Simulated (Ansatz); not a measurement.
## One input, then a changed one: Te$_{2}$Pt

First run: DFT, PBE, PAW with Ansatz's default frozen-core files, scalar-relativistic (Ansatz 0.2.0).

Command: `ansatz run input.yaml --threads 1 --pin off --max-ram 3072MiB --backend cpu --events-out ev --progress --plain --runs-dir out` It took 20 s on 1 thread of AMD EPYC 9R45 (Zen 5) (shared host), peak memory 0.51 GiB.

```yaml
crystal:
  lattice:
    - [4.01, 0.0, 0.0]
    - [-2.005, 3.4727618692, 0.0]
    - [0.0, 0.0, 5.201]
  atoms:
    - { symbol: Te, position: [0.3333333333, 0.6666666667, 0.25] }
    - { symbol: Te, position: [0.6666666667, 0.3333333333, 0.75] }
    - { symbol: Pt, position: [0.0, 0.0, 0.0] }
kpoints:
  mp_grid: { grid: [10, 10, 7] }
scf:
  occupations: { method: fermi_dirac, width: 0.05 }
hamiltonian:
  xc: pbe
  pseudopotentials: { kind: paw }
output:
  forces: true
  stress: true
  write_density: true
  write_potential: true
  elf: true
  volumetric_format: npy
relax:
  f_tol: 0.005
  max_steps: 50
  cell: {}
```

The cell is entry 9009116 of the Crystallography Open Database, unrelaxed; the entry departs somewhat from later or room-temperature determinations.

This run: cell and atoms relaxed.

It converges in 46 SCF iterations over all geometries at a pressure of -0.01 GPa, ending at 25.98 Å³/atom, cutoff 420 eV.

The input is then changed:

```diff
   occupations: { method: fermi_dirac, width: 0.05 }
+  convergence: { dr2_threshold: 1.0e-05 }
+  lower_state_search: light
 hamiltonian:
   stress: true
-  write_density: true
-  write_potential: true
-  elf: true
-  volumetric_format: npy
 relax:
```

Q: Predict the outcome of the changed run.

A: It converges in 31 SCF iterations over all geometries at a pressure of -0.01 GPa, ending at 25.98 Å³/atom, cutoff 420 eV, free energy 0.0 meV/atom against the first run's. The settings are coarser than usual, but the energy hardly moved.
